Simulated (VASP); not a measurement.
# Mo (P6_3/mmc) in VASP: notebook

Runs on Mo. Level: PBE. Tasks: single point, relaxation of cell and atoms.

Everything below comes from runs of VASP 6.6.1. Logs are shortened: lines on timing, memory, paths and dates and some standing lists are left out, and cuts for length are marked.

**1. The crystal as given**

The structure is hexagonal, space group P6_3/mmc (No. 194). Conventional cell: a = 2.750 Å, b = 2.750 Å, c = 4.923 Å, α = 90.00°, β = 90.00°, γ = 120.00°. Mo (site symmetry -6m2) has 12 Mo at 2.75 to 2.93 Å as nearest neighbours.

The cell was built by a generator and needn't be a form met in nature.

**2. Single point, PBE**

File INCAR:

```
SYSTEM = Mo
ALGO = Normal
EDIFF = 1E-6
ENCUT = 520
GGA = PE
ISIF = 2
ISMEAR = 0
LASPH = .TRUE.
LCHARG = .FALSE.
LREAL = .FALSE.
LWAVE = .FALSE.
NBANDS = 21
NELM = 100
PREC = Accurate
SIGMA = 0.05
```

File KPOINTS:

```
k-points
0
G
  8 8 4
  0 0 0
```

File POSCAR:

```
Mo
1.0
    2.7496754973      0.0000000000      0.0000000000
   -1.3748377487      2.3812888328      0.0000000000
    0.0000000000      0.0000000000      4.9234507017
Mo
2
Direct
    0.3333333333      0.6666666667      0.7500000000
    0.6666666667      0.3333333333      0.2500000000
```

Potentials or basis: VASP PAW PBE potentials, release 64 (Mo_sv).

Run with:

```
$ cat potpaw_PBE.64/Mo_sv/POTCAR > POTCAR
$ mpirun -np 1 vasp_std > vasp.out
```

OUTCAR:

```text
SYSTEM = Mo
   EDIFF = 1E-6
   ENCUT = 520
   GGA = PE
   ISIF = 2
   ISMEAR = 0
   LASPH = .TRUE.
   LREAL = .FALSE.
   NELM = 100
   PREC = Accurate

 ion  position               nearest neighbor table
   1  0.333  0.667  0.750-   2 2.93   2 2.93   2 2.93   2 2.93   2 2.93   2 2.93
   2  0.667  0.333  0.250-   1 2.93   1 2.93   1 2.93   1 2.93   1 2.93   1 2.93

  LATTYP: Found a hexagonal cell.
 ALAT       =     2.7496754973
 C/A-ratio  =     1.7905569972

  Lattice vectors:

 A1 = (   2.7496754973,   0.0000000000,   0.0000000000)
 A2 = (  -1.3748377487,   2.3812888328,   0.0000000000)
 A3 = (   0.0000000000,   0.0000000000,   4.9234507017)

Analysis of symmetry for initial positions (statically):
=====================================================================
 Subroutine PRICEL returns:
 Original cell was already a primitive cell.

 Routine SETGRP: Setting up the symmetry group for a
 hexagonal supercell.

 Subroutine GETGRP returns: Found 24 space group operations
 (whereof 12 operations were pure point group operations)
 out of a pool of 24 trial point group operations.

The static configuration has the point symmetry D_3d.
 The point group associated with its full space group is D_6h.

Analysis of symmetry for dynamics (positions and initial velocities):
=====================================================================
 Subroutine PRICEL returns:
 Original cell was already a primitive cell.

 Routine SETGRP: Setting up the symmetry group for a
 hexagonal supercell.

 Subroutine GETGRP returns: Found 24 space group operations
 (whereof 12 operations were pure point group operations)
 out of a pool of 24 trial point group operations.

The dynamic configuration has the point symmetry D_3d.
 The point group associated with its full space group is D_6h.

 Subroutine INISYM returns: Found 24 space group operations
 (whereof 12 operations are pure point group operations),
 and found     1 'primitive' translations

----------------------------------------------------------------------------------------

                                     Primitive cell

  volume of cell :      32.2376

  direct lattice vectors                    reciprocal lattice vectors
     2.749675497  0.000000000  0.000000000     0.363679278  0.209970329  0.000000000
    -1.374837749  2.381288833  0.000000000     0.000000000  0.419940658  0.000000000
     0.000000000  0.000000000  4.923450702     0.000000000  0.000000000  0.203109579

  length of vectors
     2.749675497  2.749675497  4.923450702     0.419940658  0.419940658  0.203109579

  position of ions in fractional coordinates (direct lattice)
     0.333333333  0.666666667  0.750000000
     0.666666667  0.333333333  0.250000000

  ion indices of the primitive-cell ions
   primitive index   ion index
                 1           1
                 2           2

----------------------------------------------------------------------------------------

 KPOINTS: k-points

Automatic generation of k-mesh.
 Grid dimensions read from file:
 generate k-points for:    8    8    4

 Generating k-lattice:

  Cartesian coordinates                     Fractional coordinates (reciprocal lattice)
     0.045459910  0.026246291  0.000000000     0.125000000  0.000000000  0.000000000
     0.000000000  0.052492582  0.000000000     0.000000000  0.125000000  0.000000000
     0.000000000  0.000000000  0.050777395     0.000000000  0.000000000  0.250000000

  Length of vectors
     0.052492582  0.052492582  0.050777395

  Shift w.r.t. Gamma in fractional coordinates (k-lattice)
     0.000000000  0.000000000  0.000000000

 Subroutine IBZKPT returns following result:
 ===========================================

 Found     30 irreducible k-points:

 Following reciprocal coordinates:
            Coordinates               Weight
  0.000000  0.000000  0.000000      1.000000
  0.125000  0.000000  0.000000      6.000000
  0.250000  0.000000  0.000000      6.000000
  0.375000  0.000000  0.000000      6.000000
  0.500000  0.000000  0.000000      3.000000
  0.125000  0.125000  0.000000      6.000000
[... 16 lines left out ...]
  0.250000  0.000000  0.500000      6.000000
  0.375000  0.000000  0.500000      6.000000
 [... further k-points ...]
   k-points           NKPTS =     30   k-points in BZ     NKDIM =     30   number of bands    NBANDS=     21
   number of dos      NEDOS =    301   number of ions     NIONS =      2
   total plane-waves  NPLWV =  16000
   dimension x,y,z NGX =    20 NGY =   20 NGZ =   40
   dimension x,y,z NGXF=    40 NGYF=   40 NGZF=   80
   ions per type =               2
   NGX,Y,Z   is equivalent  to a cutoff of  12.09, 12.09, 13.51 a.u.
   NGXF,Y,Z  is equivalent  to a cutoff of  24.18, 24.18, 27.01 a.u.
 SYSTEM =  Mo
   PREC   = accura    normal or accurate (medium, high low for compatibility)
   ISTART =      0    job   : 0-new  1-cont  2-samecut
   ICHARG =      2    charge: 1-file 2-atom 10-const
   ISPIN  =      1    spin polarized calculation?
   LNONCOLLINEAR =      F non collinear calculations
   LSORBIT =      F    spin-orbit coupling
   LASPH  =      T    aspherical Exc in radial PAW
   ENCUT  =  520.0 eV  38.22 Ry    6.18 a.u.   5.11  5.11  9.15*2*pi/ulx,y,z
   NELM   =    100;   NELMIN=  2; NELMDL= -5     # of ELM steps
   EDIFF  = 0.1E-05   stopping-criterion for ELM
   LREAL  =      F    real-space projection
   EDIFFG = 0.1E-04   stopping-criterion for IOM
   NSW    =      0    number of steps for IOM
   IBRION =     -1    ionic relax: 0-MD 1-quasi-New 2-CG
   NFREE  =      0    steps in history (QN), initial steepest desc. (CG)
   ISIF   =      2    stress and relaxation
   ISYM   =      2    0-nonsym 1-usesym 2-fastsym
   POTIM  = 0.5000    time-step for ionic-motion
   TEBEG  =    0.0;   TEEND  =   0.0 temperature during run
   PSTRESS=    0.0 pullay stress
   NELECT =      28.0000    total number of electrons
   NUPDOWN=      -1.0000    fix difference up-down
   EMIN   =  10.00;   EMAX   =-10.00  energy-range for DOS
   EFERMI =   0.00;   METHOD = LEGACY
   ISMEAR =     0;   SIGMA  =   0.05  broadening in eV -4-tet -1-fermi 0-gaus
   EFERMI_NEDOS =   21; number of points for ismear=-14 and -15
   IALGO  =     38    algorithm
   IMIX   =      4    mixing-type and parameters
     AMIX     =   0.40;   BMIX     =  1.00
     AMIX_MAG =   1.60;   BMIX_MAG =  1.00
  volume/ion in A,a.u.               =      16.12       108.78
  Fermi-wavevector in a.u.,A,eV,Ry     =   1.561972  2.951698 33.194886  2.439755
  Thomas-Fermi vector in A             =   2.664959
   LORBIT       =      0    0 simple, 1 ext, 2 COOP (PROOUT), +10 PAW based schemes
   GGA     = PE    functional components
   LHFCALC =     F    Hartree Fock is set to
   AEXX    =    0.0000 exact exchange contribution
   IVDW    =     0    specifies the selected vdW correction
   LEPSILON=     F    determine dielectric tensor
   LRPA    =     F    only Hartree local field effects (RPA)
 non-spin polarized calculation
 Gauss-broadening in eV      SIGMA  =   0.05
  energy-cutoff  :      520.00
  volume of cell :       32.24
 maximum number of plane-waves:       880
   NGX = 11   NGY = 11   NGZ = 19

 number of electron      27.9999995 magnetization

 Free energy of the ion-electron system (eV)
  ---------------------------------------------------
  ext. energy  EPLUGINS =         0.00000000
  ---------------------------------------------------
  free energy    TOTEN  =       -21.02743439 eV

  energy without entropy =      -21.02344637  energy(sigma->0) =      -21.02544038

 E-fermi :  11.7726     XC(G=0): -13.1922

 val. band max:       11.7460981614   @ k =   0.1250   0.0000   0.0000
 cond. band min:      11.7801547462   @ k =   0.3750   0.1250   0.5000
 fundamental gap:      0.0340565848
 Fermi energy:        11.7725609791

 k-point     1 :       0.0000    0.0000    0.0000
  band No.  band energies     occupation
      1     -49.0384      2.00000
      2     -48.8888      2.00000
      3     -23.6112      2.00000
      4     -22.5927      2.00000
      5     -22.3612      2.00000
      6     -22.3612      2.00000
[... 13 lines left out ...]
     20      15.1674      0.00000
     21      21.3113      0.00000

 k-point     2 :       0.1250    0.0000    0.0000
  band No.  band energies     occupation
      1     -49.0037      2.00000
      2     -48.8639      2.00000
      3     -23.5492      2.00000
      4     -22.5992      2.00000
      5     -22.5573      2.00000
      6     -22.4592      2.00000
[... 13 lines left out ...]
     20      16.8059      0.00000
     21      21.2037      0.00000

 k-point     3 :       0.2500    0.0000    0.0000
  band No.  band energies     occupation
      1     -48.9172      2.00000
      2     -48.8053      2.00000
      3     -23.3857      2.00000
      4     -23.0218      2.00000
      5     -22.9127      2.00000
      6     -22.6275      2.00000
[... 13 lines left out ...]
     20      19.3036      0.00000
     21      20.8698      0.00000

 k-point     4 :       0.3750    0.0000    0.0000
  band No.  band energies     occupation
      1     -48.8242      2.00000
      2     -48.7510      2.00000
      3     -23.4724      2.00000
      4     -23.3413      2.00000
      5     -23.1845      2.00000
      6     -22.6918      2.00000
[... 13 lines left out ...]
     20      20.6432      0.00000
     21      21.4649      0.00000

 k-point     5 :       0.5000    0.0000    0.0000
  band No.  band energies     occupation
      1     -48.7809      2.00000
      2     -48.7326      2.00000
      3     -23.6548      2.00000
      4     -23.5130      2.00000
      5     -23.0707      2.00000
      6     -22.7482      2.00000
[... 13 lines left out ...]
     20      19.0256      0.00000
     21      22.4122      0.00000

 k-point     6 :       0.1250    0.1250    0.0000
  band No.  band energies     occupation
      1     -48.9431      2.00000
      2     -48.8222      2.00000
      3     -23.4363      2.00000
      4     -22.8400      2.00000
      5     -22.7987      2.00000
      6     -22.6167      2.00000
[... 13 lines left out ...]
     20      18.7480      0.00000
     21      20.9982      0.00000

 k-point     7 :       0.2500    0.1250    0.0000
  band No.  band energies     occupation
      1     -48.8527      2.00000
      2     -48.7660      2.00000
      3     -23.2580      2.00000
      4     -23.2509      2.00000
      5     -23.1768      2.00000
      6     -22.6718      2.00000
[... 13 lines left out ...]
     20      21.0044      0.00000
     21      21.1512      0.00000
[... 291 lines left out ...]
      1     -48.7423      2.00000
      2     -48.7279      2.00000
      3     -23.4490      2.00000
      4     -23.3669      2.00000
      5     -23.1258      2.00000
      6     -22.9948      2.00000
[... 13 lines left out ...]
     20      20.5110      0.00000
     21      22.4845      0.00000

 k-point    21 :       0.0000    0.0000    0.5000
  band No.  band energies     occupation
      1     -48.9642      2.00000
      2     -48.9642      2.00000
      3     -23.1158      2.00000
      4     -23.1158      2.00000
      5     -22.3119      2.00000
      6     -22.3119      2.00000
[... 13 lines left out ...]
     20      14.5239      0.00000
     21      24.6852      0.00000

 k-point    22 :       0.1250    0.0000    0.5000
  band No.  band energies     occupation
      1     -48.9343      2.00000
      2     -48.9343      2.00000
      3     -23.1031      2.00000
      4     -23.1031      2.00000
      5     -22.4900      2.00000
      6     -22.4900      2.00000
[... 13 lines left out ...]
     20      14.5647      0.00000
     21      25.3661      0.00000

 k-point    23 :       0.2500    0.0000    0.5000
  band No.  band energies     occupation
      1     -48.8615      2.00000
      2     -48.8615      2.00000
      3     -23.1733      2.00000
      4     -23.1733      2.00000
      5     -22.8037      2.00000
      6     -22.8037      2.00000
[... 13 lines left out ...]
     20      14.7959      0.00000
     21      25.5531      0.00000

 k-point    24 :       0.3750    0.0000    0.5000
  band No.  band energies     occupation
      1     -48.7877      2.00000
      2     -48.7877      2.00000
      3     -23.4996      2.00000
      4     -23.4996      2.00000
      5     -22.8415      2.00000
      6     -22.8415      2.00000
[... 13 lines left out ...]
     20      15.5401      0.00000
     21      24.2833      0.00000

 [... further k-points ...]

------------------------ aborting loop because EDIFF is reached ----------------------------------------

  FORCE on cell =-STRESS in cart. coord.  units (eV):
  Direction    XX          YY          ZZ          XY          YZ          ZX
  --------------------------------------------------------------------------------------
  -------------------------------------------------------------------------------------
  Total        0.0868718      0.0868718      0.0641235     -0.0000000      0.0000000      0.0000000
  in kB        4.3174396      4.3174396      3.1868713     -0.0000000      0.0000000      0.0000000
  external PRESSURE =       3.9405835 kB  Pullay stress =       0.0000000 kB

 VOLUME and BASIS-vectors are now :
 -----------------------------------------------------------------------------
  energy-cutoff  :      520.00
  volume of cell :       32.24
      direct lattice vectors                 reciprocal lattice vectors
     2.749675497  0.000000000  0.000000000     0.363679278  0.209970329  0.000000000
    -1.374837749  2.381288833  0.000000000     0.000000000  0.419940658  0.000000000
     0.000000000  0.000000000  4.923450702     0.000000000  0.000000000  0.203109579

 POSITION                                       TOTAL-FORCE (eV/Angst)
 -----------------------------------------------------------------------------------
     -0.00000      1.58753      3.69259        -0.000000      0.000000      0.000000
      1.37484      0.79376      1.23086         0.000000      0.000000      0.000000
 -----------------------------------------------------------------------------------
    total drift:                                0.000000     -0.000000      0.000000

  FREE ENERGIE OF THE ION-ELECTRON SYSTEM (eV)
  ---------------------------------------------------
  free  energy   TOTEN  =       -21.0274343919 eV

  energy  without entropy=      -21.0234463733  energy(sigma->0) =      -21.02544038
```

Wall time 13 s (1 thread of Intel Xeon Platinum 8259CL at 2.50GHz (Skylake/Cascade Lake), shared host); peak memory 0.15 GiB.

Results:

```
Free energy            : -21.0274 eV
Pressure               : 0.4 GPa
Band gap on the k mesh : none (metal or under the smearing width)
```

Stress tensor (GPa, compression positive):
```
0.43 0.00 0.00
0.00 0.43 0.00
0.00 0.00 0.32
```

Levels at points of the mesh, in eV from the Fermi level:
```
           k point  band 12  band 13  band 14  band 15  band 16  band 17
(0.00, 0.00, 0.00)    -0.57    -0.57    -0.09    -0.09     0.55     1.54
(0.50, 0.00, 0.00)    -1.19    -0.31    -0.30    -0.15     3.65     4.55
(0.00, 0.00, 0.50)    -1.90    -0.53    -0.53    -0.53    -0.53     2.75
(0.50, 0.00, 0.50)    -3.26     1.29     1.29     1.81     1.81     4.63
```

[end of part 1 of 2]
